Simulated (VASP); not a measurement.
# Si2Ge (I4/mmm) in VASP: notebook

One crystal, Si2Ge, is run at these levels: PBE; tasks: relaxation of cell and atoms.

Program: VASP 6.6.1. These are calculated values, not measurements. Logs are shortened: lines on timing, memory, paths and dates and some standing lists are left out, and cuts for length are marked.

### 1 The crystal as given

The structure is tetragonal, space group I4/mmm (No. 139). Conventional cell: a = 4.272 Å, b = 4.272 Å, c = 5.400 Å, α = 90.00°, β = 90.00°, γ = 90.00°. Si (site symmetry -4m2) is surrounded by 4 Ge at 2.53 Å and 2 Si at 2.70 Å. Around Ge (site symmetry 4/mmm) lie 8 Si at 2.53 Å.

The cell was built by a generator and needn't be a form met in nature.

### 2 Relaxation of cell and atoms, PBE

Input file INCAR:

```
ALGO = Fast ; EDIFF = 1E-4
EDIFFG = -0.08 ; ENCUT = 520
GGA = PE ; IBRION = 2
ISIF = 3 ; ISMEAR = 0
LASPH = True ; LCHARG = False
LREAL = False ; LWAVE = False
NELM = 60 ; NSW = 24
PREC = Normal ; SIGMA = 0.15
```

Input file KPOINTS:

```
k-points
0
Gamma
  7 7 7
```

Input file POSCAR:

```
Si2Ge
1.0
   -2.1358722900      2.1358722900      2.7001375600
    2.1358722900     -2.1358722900      2.7001375600
    2.1358722900      2.1358722900     -2.7001375600
Si Ge
2 1
Direct
    0.7500000000      0.2500000000      0.5000000000
    0.2500000000      0.7500000000      0.5000000000
    0.0000000000      0.0000000000      0.0000000000
```

Potentials or basis: VASP PAW PBE potentials, release 64 (Si, Ge_d).

Started as:

```
$ cat potpaw_PBE.64/Si/POTCAR potpaw_PBE.64/Ge_d/POTCAR > POTCAR
$ mpirun -np 1 vasp_std > vasp.out
```

OUTCAR:

```text
EDIFF = 1E-4
   EDIFFG = -0.08
   ENCUT = 520
   GGA = PE
   IBRION = 2
   ISIF = 3
   ISMEAR = 0
   LASPH = True
   LREAL = False
   NELM = 60
   NSW = 24
   PREC = Normal

 ion  position               nearest neighbor table
   1  0.750  0.250  0.500-   3 2.53   3 2.53   3 2.53   3 2.53   2 2.70   2 2.70   2 3.02   2 3.02
                             2 3.02   2 3.02
   2  0.250  0.750  0.500-   3 2.53   3 2.53   3 2.53   3 2.53   1 2.70   1 2.70   1 3.02   1 3.02
                             1 3.02   1 3.02
   3  0.000  0.000  0.000-   1 2.53   2 2.53   1 2.53   2 2.53   1 2.53   2 2.53   1 2.53   2 2.53

  LATTYP: Found a body centered tetragonal cell.
 ALAT       =     4.2717445800
 C/A-ratio  =     1.2641849293

  Lattice vectors:

 A1 = (  -2.1358722900,   2.1358722900,   2.7001375600)
 A2 = (   2.1358722900,  -2.1358722900,   2.7001375600)
 A3 = (   2.1358722900,   2.1358722900,  -2.7001375600)

Analysis of symmetry for initial positions (statically):
=====================================================================
 Subroutine PRICEL returns:
 Original cell was already a primitive cell.

 Routine SETGRP: Setting up the symmetry group for a
 body centered tetragonal supercell.

 Subroutine GETGRP returns: Found 16 space group operations
 (whereof 16 operations were pure point group operations)
 out of a pool of 16 trial point group operations.

The static configuration has the point symmetry D_4h.

Analysis of symmetry for dynamics (positions and initial velocities):
=====================================================================
 Subroutine PRICEL returns:
 Original cell was already a primitive cell.

 Routine SETGRP: Setting up the symmetry group for a
 body centered tetragonal supercell.

 Subroutine GETGRP returns: Found 16 space group operations
 (whereof 16 operations were pure point group operations)
 out of a pool of 16 trial point group operations.

The dynamic configuration has the point symmetry D_4h.

 Subroutine INISYM returns: Found 16 space group operations
 (whereof 16 operations are pure point group operations),
 and found     1 'primitive' translations

----------------------------------------------------------------------------------------

                                     Primitive cell

  volume of cell :      49.2716

  direct lattice vectors                    reciprocal lattice vectors
    -2.135872290  2.135872290  2.700137560     0.000000000  0.234096393  0.185175751
     2.135872290 -2.135872290  2.700137560     0.234096393  0.000000000  0.185175751
     2.135872290  2.135872290 -2.700137560     0.234096393  0.234096393  0.000000000

  length of vectors
     4.051498947  4.051498947  4.051498947     0.298481457  0.298481457  0.331062295

  position of ions in fractional coordinates (direct lattice)
     0.750000000  0.250000000  0.500000000
     0.250000000  0.750000000  0.500000000
     0.000000000  0.000000000  0.000000000

  ion indices of the primitive-cell ions
   primitive index   ion index
                 1           1
                 2           2
                 3           3

----------------------------------------------------------------------------------------

 KPOINTS: k-points

Automatic generation of k-mesh.
 Grid dimensions read from file:
 generate k-points for:    7    7    7

 Generating k-lattice:

  Cartesian coordinates                     Fractional coordinates (reciprocal lattice)
     0.000000000  0.033442342  0.026453679     0.142857143 -0.000000000  0.000000000
     0.033442342  0.000000000  0.026453679    -0.000000000  0.142857143  0.000000000
     0.033442342  0.033442342  0.000000000     0.000000000  0.000000000  0.142857143

  Length of vectors
     0.042640208  0.042640208  0.047294614

  Shift w.r.t. Gamma in fractional coordinates (k-lattice)
     0.000000000  0.000000000  0.000000000

 Subroutine IBZKPT returns following result:
 ===========================================

 Found     40 irreducible k-points:

 Following reciprocal coordinates:
            Coordinates               Weight
  0.000000  0.000000  0.000000      1.000000
  0.142857 -0.000000  0.000000      8.000000
  0.285714  0.000000 -0.000000      8.000000
  0.428571 -0.000000  0.000000      8.000000
  0.142857  0.142857  0.000000      8.000000
  0.285714  0.142857 -0.000000     16.000000
[... 16 lines left out ...]
 -0.142857  0.285714  0.142857      8.000000
 -0.428571  0.428571  0.142857      8.000000
 [... further k-points ...]
   k-points           NKPTS =     40   k-points in BZ     NKDIM =     40   number of bands    NBANDS=     15
   number of dos      NEDOS =    301   number of ions     NIONS =      3
   total plane-waves  NPLWV =  13824
   dimension x,y,z NGX =    24 NGY =   24 NGZ =   24
   dimension x,y,z NGXF=    48 NGYF=   48 NGZF=   48
   ions per type =               2   1
   NGX,Y,Z   is equivalent  to a cutoff of   9.85,  9.85,  9.85 a.u.
   NGXF,Y,Z  is equivalent  to a cutoff of  19.70, 19.70, 19.70 a.u.
 SYSTEM =  unknown system
   PREC   = normal    normal or accurate (medium, high low for compatibility)
   ISTART =      0    job   : 0-new  1-cont  2-samecut
   ICHARG =      2    charge: 1-file 2-atom 10-const
   ISPIN  =      1    spin polarized calculation?
   LNONCOLLINEAR =      F non collinear calculations
   LSORBIT =      F    spin-orbit coupling
   LASPH  =      T    aspherical Exc in radial PAW
   ENCUT  =  520.0 eV  38.22 Ry    6.18 a.u.   7.53  7.53  7.53*2*pi/ulx,y,z
   NELM   =     60;   NELMIN=  2; NELMDL= -5     # of ELM steps
   EDIFF  = 0.1E-03   stopping-criterion for ELM
   LREAL  =      F    real-space projection
   EDIFFG = -.8E-01   stopping-criterion for IOM
   NSW    =     24    number of steps for IOM
   IBRION =      2    ionic relax: 0-MD 1-quasi-New 2-CG
   NFREE  =      1    steps in history (QN), initial steepest desc. (CG)
   ISIF   =      3    stress and relaxation
   ISYM   =      2    0-nonsym 1-usesym 2-fastsym
   POTIM  = 0.5000    time-step for ionic-motion
   TEBEG  =    0.0;   TEEND  =   0.0 temperature during run
   PSTRESS=    0.0 pullay stress
   NELECT =      22.0000    total number of electrons
   NUPDOWN=      -1.0000    fix difference up-down
   EMIN   =  10.00;   EMAX   =-10.00  energy-range for DOS
   EFERMI =   0.00;   METHOD = LEGACY
   ISMEAR =     0;   SIGMA  =   0.15  broadening in eV -4-tet -1-fermi 0-gaus
   EFERMI_NEDOS =   21; number of points for ismear=-14 and -15
   IALGO  =     68    algorithm
   IMIX   =      4    mixing-type and parameters
     AMIX     =   0.40;   BMIX     =  1.00
     AMIX_MAG =   1.60;   BMIX_MAG =  1.00
  volume/ion in A,a.u.               =      16.42       110.83
  Fermi-wavevector in a.u.,A,eV,Ry     =   1.251268  2.364553 21.302246  1.565671
  Thomas-Fermi vector in A             =   2.385223
   LORBIT       =      0    0 simple, 1 ext, 2 COOP (PROOUT), +10 PAW based schemes
   GGA     = PE    functional components
   LHFCALC =     F    Hartree Fock is set to
   AEXX    =    0.0000 exact exchange contribution
   IVDW    =     0    specifies the selected vdW correction
   LEPSILON=     F    determine dielectric tensor
   LRPA    =     F    only Hartree local field effects (RPA)
 conjugate gradient relaxation of ions
 non-spin polarized calculation
 RMM-DIIS sequential band-by-band and
 Gauss-broadening in eV      SIGMA  =   0.15
  energy-cutoff  :      520.00
  volume of cell :       49.27
 maximum number of plane-waves:      1342
   NGX = 15   NGY = 15   NGZ = 15

--------------------------------------- Ionic step        1  -------------------------------------------

 number of electron      22.0000029 magnetization

 Free energy of the ion-electron system (eV)
  ---------------------------------------------------
  ext. energy  EPLUGINS =         0.00000000
  ---------------------------------------------------
  free energy    TOTEN  =       -13.21414827 eV

  energy without entropy =      -13.20358123  energy(sigma->0) =      -13.20886475

------------------------ aborting loop because EDIFF is reached ----------------------------------------

  FORCE on cell =-STRESS in cart. coord.  units (eV):
  Direction    XX          YY          ZZ          XY          YZ          ZX
  --------------------------------------------------------------------------------------
  -------------------------------------------------------------------------------------
  Total        4.1242085      4.1242085      3.2763788      0.0000000     -0.0000000      0.0000000
  in kB      134.1080209    134.1080209    106.5389092      0.0000000     -0.0000000      0.0000000
  external PRESSURE =     124.9183170 kB  Pullay stress =       0.0000000 kB
[... 92 lines left out ...]
  FREE ENERGIE OF THE ION-ELECTRON SYSTEM (eV)
  ---------------------------------------------------
  free  energy   TOTEN  =       -13.4942351632 eV

  energy  without entropy=      -13.4807009587  energy(sigma->0) =      -13.48746806

[... ionic steps 4 to 15 ...]

--------------------------------------- Ionic step       16  -------------------------------------------

 number of electron      21.9999984 magnetization

------------------------ aborting loop because EDIFF is reached ----------------------------------------

  FORCE on cell =-STRESS in cart. coord.  units (eV):
  Direction    XX          YY          ZZ          XY          YZ          ZX
  --------------------------------------------------------------------------------------
  -------------------------------------------------------------------------------------
  Total        0.5735301      0.5735301      0.8651172     -0.0000000      0.0000000      0.0000000
  in kB       16.3753156     16.3753156     24.7006515     -0.0000000      0.0000000      0.0000000
  external PRESSURE =      19.1504276 kB  Pullay stress =       0.0000000 kB
[... 59 lines left out ...]
  energy  without entropy=      -13.5870212524  energy(sigma->0) =      -13.59554223

--------------------------------------- Ionic step       18  -------------------------------------------

 number of electron      21.9999963 magnetization

 Free energy of the ion-electron system (eV)
  ---------------------------------------------------
  ext. energy  EPLUGINS =         0.00000000
  ---------------------------------------------------
  free energy    TOTEN  =       -13.60720094 eV

  energy without entropy =      -13.59051001  energy(sigma->0) =      -13.59885547

 E-fermi :   6.7060     XC(G=0): -10.2752

 val. band max:        6.6677729918   @ k =  -0.1429   0.4286   0.1429
 cond. band min:       6.8129842271   @ k =  -0.1429  -0.1429   0.1429
 fundamental gap:      0.1452112352
 Fermi energy:         6.7060428554

 k-point     1 :       0.0000    0.0000    0.0000
  band No.  band energies     occupation
      1     -17.9094      2.00000
      2     -17.8891      2.00000
      3     -17.8832      2.00000
      4     -17.8832      2.00000
      5     -17.8623      2.00000
      6      -6.2612      2.00000
      7       3.4932      2.00000
      8       3.9673      2.00000
      9       4.5219      2.00000
     10       4.6396      2.00000
     11       4.6396      2.00000
     12       6.8390      0.20993
     13       6.8390      0.20989
     14       6.8485      0.17926
     15       9.1397      0.00000
[... 397 lines left out ...]
 k-point    24 :      -0.4286    0.4286    0.1429
  band No.  band energies     occupation
      1     -17.9104      2.00000
      2     -17.8869      2.00000
      3     -17.8835      2.00000
      4     -17.8775      2.00000
      5     -17.8630      2.00000
      6      -3.9026      2.00000
      7      -2.2366      2.00000
      8       1.5063      2.00000
      9       1.5910      2.00000
     10       5.2840      2.00000
     11       5.4305      2.00000
     12       6.6394      1.47035
     13       8.6831      0.00000
     14      11.3002      0.00000
     15      11.9595      0.00000

 [... further k-points ...]

------------------------ aborting loop because EDIFF is reached ----------------------------------------

  FORCE on cell =-STRESS in cart. coord.  units (eV):
  Direction    XX          YY          ZZ          XY          YZ          ZX
  --------------------------------------------------------------------------------------
  -------------------------------------------------------------------------------------
  Total        0.0603209      0.0603209     -0.1730170     -0.0000000     -0.0000000     -0.0000000
  in kB        1.6977105      1.6977105     -4.8695015     -0.0000000     -0.0000000     -0.0000000
  external PRESSURE =      -0.4913601 kB  Pullay stress =       0.0000000 kB
[... 18 lines left out ...]
  FREE ENERGIE OF THE ION-ELECTRON SYSTEM (eV)
  ---------------------------------------------------
  free  energy   TOTEN  =       -13.6072009362 eV

  energy  without entropy=      -13.5905100120  energy(sigma->0) =      -13.59885547

 reached required accuracy - stopping structural energy minimisation
```

Wall time 1.8 min (1 thread of Intel Xeon Platinum 8488C (Sapphire Rapids), shared host); peak memory 0.16 GiB.

Results:

```yaml
Free_energy: -13.6072 eV
Relaxed_volume: 18.98 Å³/atom
Relaxed_cell: a = 4.199 Å, b = 4.199 Å, c = 4.199 Å, α = 110.44°, β = 110.44°, γ = 107.55°
Space_group_after_relaxing_to_0.05_Å: I4/mmm (No. 139)
Energy_gained_by_relaxing: 131.0 meV/atom
Ionic_steps: 18
Pressure_after_relaxing: 0.0 GPa
Band_gap_on_the_k_mesh: none (metal or under the smearing width)
```

Stress tensor (GPa, compression positive):
```
 0.17  0.00  0.00
 0.00  0.17  0.00
 0.00  0.00 -0.49
```

Step by step:
| step | energy change (eV) | largest force (eV/Å) | pressure (GPa) | volume (Å³) |
| --- | --- | --- | --- | --- |
| 1 | 0.0000 | 0.0000 | 12.49 | 49.27 |
| 2 | -0.2672 | 0.0000 | -2.01 | 58.98 |
| 3 | -0.2801 | 0.0000 | -0.86 | 57.12 |
| 4 | -0.2795 | 0.0000 | 0.85 | 56.57 |
| 5 | -0.2801 | 0.0000 | -0.12 | 56.87 |
| 6 | -0.2844 | 0.0000 | -0.15 | 56.84 |
| 7 | -0.3003 | 0.0000 | 0.66 | 56.75 |
| 8 | -0.3294 | 0.0000 | 0.79 | 56.48 |
| 9 | -0.3696 | 0.0000 | 3.69 | 55.53 |
| 10 | -0.3595 | 0.0000 | 0.76 | 56.20 |
| 11 | -0.3821 | 0.0000 | 1.58 | 55.89 |
| 12 | -0.3824 | 0.0000 | 2.49 | 55.72 |
| 13 | -0.3835 | 0.0000 | 2.44 | 55.78 |
| 14 | -0.3848 | 0.0000 | 2.00 | 55.89 |
| 15 | -0.3856 | 0.0000 | 1.82 | 56.02 |
| 16 | -0.3868 | 0.0000 | 1.92 | 56.11 |
| 17 | -0.3899 | 0.0000 | 1.54 | 56.38 |
| 18 | -0.3931 | 0.0000 | -0.05 | 56.93 |

Final structure:
```
CELL_PARAMETERS angstrom
-2.39491 2.39491 2.48129
2.39491 -2.39491 2.48129
2.39491 2.39491 -2.48129
ATOMIC_POSITIONS crystal
Si 0.75000 0.25000 0.50000
Si 0.25000 0.75000 0.50000
Ge 0.00000 0.00000 0.00000
```

Caveat: the volume moved by over 15 % at a fixed basis, so the end points are rough; the relaxation stopped at a loose force limit of 0.08 eV/Å, so its end isn't a converged minimum.

(Continued in part 2 of 2.)
